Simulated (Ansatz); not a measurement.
# Pd (Fm-3m) in Ansatz: further runs

Aim: see how the results for Pd move with the level of theory and the settings. Levels: PBE+D4, PBEsol+D3(BJ), RPBE, revPBE+D3(BJ). Tasks: relaxation of cell and atoms.

Program: Ansatz 0.2.0. These are calculated values, not measurements. Logs are shortened: lines on timing, memory, paths and dates and some standing lists are left out, and cuts for length are marked.

## (1) The structure

The structure is cubic, space group Fm-3m (No. 225). The conventional cell has a = 3.893 Å, b = 3.893 Å, c = 3.893 Å, α = 90.00°, β = 90.00°, γ = 90.00°. Around Pd (site symmetry m-3m) lie 12 Pd at 2.75 Å.

## (2) Relaxation of cell and atoms, PBE+D4

Contents of input.yaml:

```yaml
crystal:
  lattice:
    - [0.0, 1.9465, 1.9465]
    - [1.9465, 0.0, 1.9465]
    - [1.9465, 1.9465, 0.0]
  atoms:
    - { symbol: Pd, position: [0.0, 0.0, 0.0] }
hamiltonian:
  xc: pbe
  pseudopotentials: { kind: paw }
  dispersion: d4
kpoints:
  mp_grid: { grid: [12, 12, 12] }
scf:
  occupations: { method: fermi_dirac, width: 0.05 }
output:
  forces: true
  stress: true
relax:
  f_tol: 0.01
  max_steps: 40
  cell: { stress_tol: 0.05 }
```

Potentials or basis: Ansatz PAW.

Launch:

```sh
ansatz run input.yaml --threads 2 --pin off --max-ram 5120MiB --backend cpu --events-out ev --progress --plain --runs-dir out
```

The log of the run:

```text
Warning: RAYON_NUM_THREADS=2 ignored (pool sized by the plan → 2); use --threads N
Engine: ansatz 0.2.0, aarch64-unknown-linux-gnu
Pseudopotentials: kind: paw
Pseudopotential: Pd, paw, valence charge 18, recommended cutoff 420 eV (normal), Pd.paw.azcp
Functional definition: PBE
  parameter kappa = 0.804
  parameter beta = 0.06672455060314922
  exchange = pbe_x(kappa = kappa, mu = beta*pi^2/3)
  correlation = pbe_c(beta = beta)
Crystal: 1 atoms, lattice volume = 14.750 Å³
Basis set: ecut = 420 eV, 283 PW (Γ), exchange–correlation on 40×40×40 points (8 copies of the dense FFT grid, shifted against one another)
Bands: 13, of which v1, the nominal top of the filled ones, is band 9 counted from 1 (8 counted from 0)
Symmetry: 48 space group operations
Space group: Fm-3m (ITA 225), of the structure as read, at distance tolerance 2.5e-5 Å
k-points: 72 of 1728
Non-local potential: Pd, projectors of the file, l = 0: 2, l = 1: 2, l = 2: 2, l = 3: 1
PAW form: soft (Blöchl's): semilocal exchange-correlation on the pseudo side does not see the compensation charge
PAW one-centre angular grid: Pd, 590 points (default); XC on 64 Gauss nodes
Initial density: superposition of atomic densities (neutral atoms: chi_scale 0, normalization atom), corrected by the library's trained network
Initial wavefunctions: pseudopotential atomic-orbital guess
Functional: x = pbe(κ = 0.804, μ = 0.2195149727645171), c = pbe(β = 0.06672455060314922)
SCF iter   1: F=—  HF=-6973.343210 eV  |F-HF|=—  |Δ(HF+E_count)|=         —  Δρ=4.39e-3  dr2=9.35e-4  ethr=1.77e-3  ⟨swp⟩=5.4  Hψ=5435  notcnv=0
preconditioner: auto → none  [metal: Δε(μ)=0.006 eV  Ē_g=14.308 eV  σ=0.050 eV  W_gap=0.03  n_scr=8 (ndim 8)  ℏωp=30.6 eV  f_vac=0.000  D(μ)=2.47/eV (n_scr^D=50)  sad-step TF]
SCF iter   2: F=—  HF=-6973.343148 eV  |F-HF|=—  |Δ(HF+E_count)|=   6.19e-5  Δρ=2.19e-3  dr2=1.51e-4  ethr=5.20e-6  ⟨swp⟩=1.2  Hψ=1537  notcnv=0
SCF iter   3: F=—  HF=-6973.343245 eV  |F-HF|=—  |Δ(HF+E_count)|=   9.70e-5  Δρ=5.76e-4  dr2=3.79e-5  ethr=8.41e-7  ⟨swp⟩=1.0  Hψ=936  notcnv=0
SCF iter   4: F=—  HF=-6973.343238 eV  |F-HF|=—  |Δ(HF+E_count)|=   7.02e-6  Δρ=9.39e-5  dr2=4.32e-7  ethr=2.11e-7  ⟨swp⟩=2.1  Hψ=1254  notcnv=0
iter 5 did not close the SCF: its close was put off for the readings that it lacked (scf_convergence_deferred on its scf_iter line)
SCF iter   5: F=-6973.343239 eV  HF=-6973.343239 eV  |F-HF|=7.73e-9  |Δ(HF+E_count)|=   3.39e-7  Δρ=2.16e-5  dr2=2.40e-8  ethr=2.40e-9  ⟨swp⟩=2.8  Hψ=1777  notcnv=0
SCF iter   6: F=-6973.343239 eV  HF=-6973.343239 eV  |F-HF|=8.84e-10  |Δ(HF+E_count)|=   5.65e-9  Δρ=6.14e-6  dr2=2.34e-9  ethr=1.33e-10  ⟨swp⟩=2.0  Hψ=2778  notcnv=0
SCF 1 converged in 6 iterations: F = -6973.343239 eV  dr2 = 2.34e-9
relax step   1: F+E_penalty+E_count = -6973.34323873 eV  Δ(F+E_penalty+E_count) = +0.000e0 eV  max|allowed force component| = 0.000e0 eV/Å  Δτ_max = 0.0000 Å  P = +1.905 GPa  Ω = 14.750 Å³  (6 SCF iters, dr2 threshold 1.00e-7 eV, accepted)
Crystal: 1 atoms, lattice volume = 15.002 Å³
Initial density: handed on by an earlier stage of this run
Initial wavefunctions: those handed on with the density
iter 1 solved again at ethr=2.14e-6 eV; its pass at ethr=3.10e-3 eV (dr2=3.85e-4 eV) is discarded
SCF iter   1: F=—  HF=-6973.343700 eV  |F-HF|=—  |Δ(HF+E_count)|=         —  Δρ=1.77e-3  dr2=4.35e-4  ethr=2.14e-6  ⟨swp⟩=1.6  Hψ=6396  notcnv=0
preconditioner: auto → none  [metal: Δε(μ)=0.006 eV  Ē_g=14.129 eV  σ=0.050 eV  W_gap=0.03  n_scr=8 (ndim 8)  ℏωp=30.3 eV  f_vac=0.000  D(μ)=2.52/eV (n_scr^D=50)]
SCF iter   2: F=—  HF=-6973.343639 eV  |F-HF|=—  |Δ(HF+E_count)|=   6.06e-5  Δρ=1.11e-3  dr2=8.83e-5  ethr=2.14e-6  ⟨swp⟩=2.0  Hψ=1283  notcnv=0
SCF iter   3: F=—  HF=-6973.343615 eV  |F-HF|=—  |Δ(HF+E_count)|=   2.43e-5  Δρ=4.19e-4  dr2=1.35e-5  ethr=4.90e-7  ⟨swp⟩=2.1  Hψ=1316  notcnv=0
SCF iter   4: F=—  HF=-6973.343615 eV  |F-HF|=—  |Δ(HF+E_count)|=   2.22e-8  Δρ=9.01e-5  dr2=5.86e-7  ethr=7.51e-8  ⟨swp⟩=1.0  Hψ=936  notcnv=0
SCF iter   5: F=-6973.343615 eV  HF=-6973.343615 eV  |F-HF|=1.60e-9  |Δ(HF+E_count)|=   9.26e-8  Δρ=1.10e-5  dr2=7.48e-9  ethr=5.56e-10  ⟨swp⟩=4.0  Hψ=2760  notcnv=0
SCF 2 converged in 5 iterations: F = -6973.343615 eV  dr2 = 7.48e-9
relax step   2: F+E_penalty+E_count = -6973.34361495 eV  Δ(F+E_penalty+E_count) = -3.762e-4 eV  max|allowed force component| = 0.000e0 eV/Å  Δτ_max = 0.0000 Å  P = -1.234 GPa  Ω = 15.002 Å³  energy of the carried Pulay correction = -1.067e-4 eV  (5 SCF iters, dr2 threshold 1.00e-7 eV, accepted)
Crystal: 1 atoms, lattice volume = 14.902 Å³
iter 1 solved again at ethr=3.18e-7 eV; its pass at ethr=3.10e-3 eV (dr2=5.73e-5 eV) is discarded
SCF iter   1: F=—  HF=-6973.344067 eV  |F-HF|=—  |Δ(HF+E_count)|=         —  Δρ=7.00e-4  dr2=6.79e-5  ethr=3.18e-7  ⟨swp⟩=2.1  Hψ=6203  notcnv=0
preconditioner: auto → none  [metal: Δε(μ)=0.006 eV  Ē_g=14.189 eV  σ=0.050 eV  W_gap=0.03  n_scr=8 (ndim 8)  ℏωp=30.4 eV  f_vac=0.000  D(μ)=2.51/eV (n_scr^D=50)]
SCF iter   2: F=—  HF=-6973.344057 eV  |F-HF|=—  |Δ(HF+E_count)|=   9.86e-6  Δρ=4.40e-4  dr2=1.41e-5  ethr=3.18e-7  ⟨swp⟩=2.0  Hψ=1289  notcnv=0
SCF iter   3: F=—  HF=-6973.344054 eV  |F-HF|=—  |Δ(HF+E_count)|=   3.36e-6  Δρ=1.64e-4  dr2=2.00e-6  ethr=7.86e-8  ⟨swp⟩=2.1  Hψ=1323  notcnv=0
SCF iter   4: F=-6973.344054 eV  HF=-6973.344054 eV  |F-HF|=4.89e-9  |Δ(HF+E_count)|=   7.97e-9  Δρ=3.15e-5  dr2=6.96e-8  ethr=5.56e-10  ⟨swp⟩=3.0  Hψ=3214  notcnv=0
SCF 3 converged in 4 iterations: F = -6973.344054 eV  dr2 = 6.96e-8
relax step   3: F+E_penalty+E_count = -6973.34405361 eV  Δ(F+E_penalty+E_count) = -4.387e-4 eV  max|allowed force component| = 0.000e0 eV/Å  Δτ_max = 0.0000 Å  P = -0.026 GPa  Ω = 14.902 Å³  energy of the carried Pulay correction = -6.450e-5 eV  (4 SCF iters, dr2 threshold 1.00e-7 eV, accepted)
Initial wavefunctions: pseudopotential atomic-orbital guess (no wavefunctions were taken with the density)
iter 1 solved again at ethr=4.89e-9 eV; its pass at ethr=3.10e-3 eV (dr2=8.79e-7 eV) is discarded
SCF iter   1: F=—  HF=-6973.344117 eV  |F-HF|=—  |Δ(HF+E_count)|=         —  Δρ=3.56e-5  dr2=7.11e-8  ethr=4.89e-9  ⟨swp⟩=3.1  Hψ=7870  notcnv=0
preconditioner: auto → none  [metal: Δε(μ)=0.006 eV  Ē_g=14.191 eV  σ=0.050 eV  W_gap=0.03  n_scr=8 (ndim 8)  ℏωp=30.4 eV  f_vac=0.000  D(μ)=2.51/eV (n_scr^D=50)]
SCF iter   2: F=—  HF=-6973.344117 eV  |F-HF|=—  |Δ(HF+E_count)|=   1.13e-7  Δρ=2.21e-5  dr2=2.12e-8  ethr=3.95e-10  ⟨swp⟩=2.0  Hψ=1277  notcnv=0
SCF iter   3: F=—  HF=-6973.344117 eV  |F-HF|=—  |Δ(HF+E_count)|=   1.10e-8  Δρ=9.09e-6  dr2=6.92e-9  ethr=1.18e-10  ⟨swp⟩=2.3  Hψ=1378  notcnv=0
SCF iter   4: F=—  HF=-6973.344117 eV  |F-HF|=—  |Δ(HF+E_count)|=   1.83e-9  Δρ=3.66e-7  dr2=1.11e-11  ethr=3.84e-11  ⟨swp⟩=2.1  Hψ=1261  notcnv=0
SCF iter   5: F=-6973.344117 eV  HF=-6973.344117 eV  |F-HF|=0.00e0  |Δ(HF+E_count)|=  7.28e-12  Δρ=2.58e-8  dr2=1.77e-14  ethr=1.00e-12  ⟨swp⟩=4.9  Hψ=3332  notcnv=0
SCF 4 converged in 5 iterations: F = -6973.344117 eV  dr2 = 1.77e-14
relax step   4: F+E_penalty+E_count = -6973.34411738 eV  Δ(F+E_penalty+E_count) = -6.376e-5 eV  max|allowed force component| = 0.000e0 eV/Å  Δτ_max = 0.0000 Å  P = -0.036 GPa  Ω = 14.902 Å³  stress off target by 3.58e-2 GPa  SCF on the basis re-selected at this cell (its energy is not comparable with the rows above)  (5 SCF iters)
basis re-selected at this cell: Δ(F+E_penalty+E_count) = -6.376e-5 eV, ΔP = -0.010 GPa vs the last step (what re-selecting the basis moved, of the pressure what is left beyond the Pulay correction that the steps carried, after the strain that the cell walked since its last selection, with what the two solves' SCF thresholds leave and, on support functions, any second-order correction that the steps lacked; it is no measure of the basis error at this ecutwfc). This SCF's stress stands 3.58e-2 GPa from its target on what of the cell is left free (relax.cell.stress_tol is 5.00e-2 GPa) and its largest allowed force component is 0.00e0 eV/Å (relax.f_tol is 1.00e-2 eV/Å): within both
SCF converged after 5 iterations
Free energy (F): -6973.344117 eV
Harris-Foulkes:  -6973.344117 eV  (|F-HF|=0.00e0)
Internal energy: -6973.324317 eV  (E = F + TS)
E sigma→0 (E₀):  -6973.334217 eV
Entropy (-TS):   -0.019801 eV (-19.801 meV/atom)
Fermi energy:    19.517323 eV
--- Per-component energies (eV) ---
  E_band       = -140.841751
  E_kinetic    = 513.706820
  E_local      = -1762.901095  (includes V_loc(G=0)·N_el)
  E_nonlocal   = 217.076634
  E_hartree    = 716.184684
  E_xc         = -168.785544
  E_vxc        = -211.780210  (∫ρ·V_xc dr)
  E_paw        = -3750.161155  (= ΣΔE_a)
  E_vpaw       = -329.313523  (= ΣTr[D̂ρ^β])
  E_aug_tail   = 0.000256  (compensation charges beyond the density's cutoff)
  E_ewald      = -2737.957012
  E_disp       = -0.487904  (pairwise vdW)
  E_smearing   = -0.019801  (= −TS)
  E_closure    = -0.000000  (closes the sum)
  Σ components = -6973.344117   (vs F -6973.344117, Δ=0.00e0)
--- Forces (eV/Å), atoms counted from 1 ---
  atom   1  Pd     0.00000000     0.00000000    -0.00000000
  max |Σ_I F_I| component: 2.26e-32 eV/Å
--- Stress (GPa, compression-positive) ---
       -0.035816      -0.000000      -0.000000
       -0.000000      -0.035816       0.000000
       -0.000000       0.000000      -0.035816
  P = ⅓ Tr σ = -0.0358 GPa (-0.358 kbar)
--- Relaxed structure (3 steps of the walk, 3 accepted, 1 SCFs on fresh bases) ---
  F+E_penalty+E_count = -6973.34411738 eV   max|allowed force component| = 0.000e0 eV/Å   (the final SCF, on the basis selected at the relaxed cell)
  cell:  # Å, volume = 14.9018 Å³
    - [-3.574721941828312e-34, 1.9531539169521859, 1.9531539169521859]
    - [1.9531539169521859, -2.929838918914964e-34, 1.9531539169521859]
    - [1.9531539169521859, 1.9531539169521859, -3.901144212685684e-35]
  atoms:
    - { symbol: Pd, position: [0.0, 0.0, 0.0] }
```

It took 2.5 s on 2 threads of Arm Neoverse V1, shared host; peak memory 0.27 GiB.

Results:

| Item | Value |
| --- | --- |
| Free energy | -6973.3441 eV |
| Relaxed volume | 14.90 Å³/atom |
| Relaxed cell | a = 2.762 Å, b = 2.762 Å, c = 2.762 Å, α = 60.00°, β = 60.00°, γ = 60.00° |
| Space group after relaxing (to 0.05 Å) | Fm-3m (No. 225) |
| Energy gained by relaxing | 0.9 meV/atom |
| Ionic steps | 4 |
| Pressure after relaxing | 0.0 GPa |

Step by step:
```
step  energy change (eV)  largest force (eV/Å)  volume (Å³)
   1              0.0000                0.0000        14.75
   2             -0.0004                0.0000        15.00
   3             -0.0008                0.0000        14.90
   4             -0.0009                0.0000        14.90
```

Final structure:
```
Pd
1.0
     0.00000    1.95315    1.95315
     1.95315    0.00000    1.95315
     1.95315    1.95315    0.00000
Pd
1
Direct
  0.00000 0.00000 0.00000
```

Caveat: the plane-wave basis is chosen anew once the cell has moved, so the energies of steps on either side of that aren't comparable. Zero-point motion and thermal expansion aren't in these numbers.

## (3) Relaxation of cell and atoms, PBEsol+D3(BJ)

input.yaml: that of step 2 with these lines changed.

```diff
@@ -8,5 +8,5 @@
 hamiltonian:
-  xc: pbe
+  xc: pbesol
   pseudopotentials: { kind: paw }
-  dispersion: d4
+  dispersion: d3bj
 kpoints:
@@ -18,2 +18,6 @@
   stress: true
+  write_density: true
+  write_potential: true
+  elf: true
+  volumetric_format: npy
 relax:
```

Potentials or basis: Ansatz PAW.

Launch:

```sh
ansatz run input.yaml --threads 2 --pin off --max-ram 5120MiB --backend cpu --events-out ev --progress --plain --runs-dir out
```

It took 3.2 s on 2 threads of Arm Neoverse V1, shared host; peak memory 0.28 GiB.

It converged, with:

```
Free energy                            : -6907.3036 eV
Relaxed volume                         : 14.05 Å³/atom
Relaxed cell                           : a = 2.709 Å, b = 2.709 Å, c = 2.709 Å, α = 60.00°, β = 60.00°, γ = 60.00°
Space group after relaxing (to 0.05 Å) : Fm-3m (No. 225)
Energy gained by relaxing              : 22.4 meV/atom
Ionic steps                            : 6
Pressure after relaxing                : 0.0 GPa
Band gap on the k mesh                 : none (metal or under the smearing width)
```

The path:
| step | energy change (eV) | largest force (eV/Å) | volume (Å³) |
| --- | --- | --- | --- |
| 1 | 0.0000 | 0.0000 | 14.75 |
| 2 | -0.0060 | 0.0000 | 13.50 |
| 3 | -0.0224 | 0.0000 | 14.11 |
| 4 | -0.0226 | 0.0000 | 14.06 |
| 5 | -0.0226 | 0.0000 | 14.05 |
| 6 | -0.0224 | 0.0000 | 14.05 |

Final structure:
```
Pd
1.0
     0.00000    1.91530    1.91530
     1.91530    0.00000    1.91530
     1.91530    1.91530    0.00000
Pd
1
Cartesian
  0.0000 0.0000 0.0000
```

Levels at points of the mesh, in eV from the Fermi level:
| k point | band 5 | band 6 | band 7 | band 8 | band 9 | band 10 | band 11 | band 12 | band 13 |
| --- | --- | --- | --- | --- | --- | --- | --- | --- | --- |
| (0.00, 0.00, 0.00) | -7.61 | -3.07 | -3.07 | -3.07 | -1.31 | -1.31 | 16.96 | 21.93 | 21.93 |
| (0.00, 0.00, -0.50) | -5.72 | -3.12 | -3.12 | 0.00 | 0.00 | 0.84 | 7.67 | 16.38 | 21.30 |
| (0.00, -0.50, -0.50) | -5.84 | -5.53 | -0.02 | 0.34 | 0.34 | 3.27 | 11.21 | 13.36 | 13.36 |

Caveat: the plane-wave basis is chosen anew once the cell has moved, so the energies of steps on either side of that aren't comparable; pairwise dispersion overbinds metals, which lowers pressure and volume; the PAW data sets come from PBE, with cores solved anew for the run's functional, which leaves a small shift of forces and pressure.

(Continued in part 2 of 2.)
